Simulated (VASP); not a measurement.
Here is a VASP 6.6.1 calculation.

The input INCAR:

```
SYSTEM = SnTe
ALGO = Normal
EDIFF = 1E-6
EDIFFG = -0.005
ENCUT = 520
IBRION = 2
ISIF = 2
ISMEAR = 0
LASPH = .TRUE.
LCHARG = .FALSE.
LMIXTAU = .TRUE.
LREAL = .FALSE.
LWAVE = .FALSE.
METAGGA = R2SCAN
NELM = 80
NSW = 60
PREC = Accurate
SIGMA = 0.05
```

Contents of KPOINTS:

```
k-points
0
G
  5 5 5
  0 0 0
```

POSCAR

```
SnTe
1.0
    3.9047000000      0.0000000000      0.0000000000
    0.0000000000      3.9047000000      0.0000000000
    0.0000000000      0.0000000000      3.9047000000
Te Sn
1 1
Direct
    0.5073360000      0.4904430000      0.4407830000
   -0.0034720000     -0.0135810000     -0.0186610000
```

Potentials or basis: VASP PAW PBE potentials, release 64 (Te, Sn_d).

Launch:

```sh
$ cat potpaw_PBE.64/Te/POTCAR potpaw_PBE.64/Sn_d/POTCAR > POTCAR
$ mpirun -np 1 vasp_std > vasp.out
```

(1) Predict the band gap on the k mesh.

(2) Predict the energy gained by relaxing.

Answers

(1) none (metal or under the smearing width).

(2) 38.1 meV/atom.
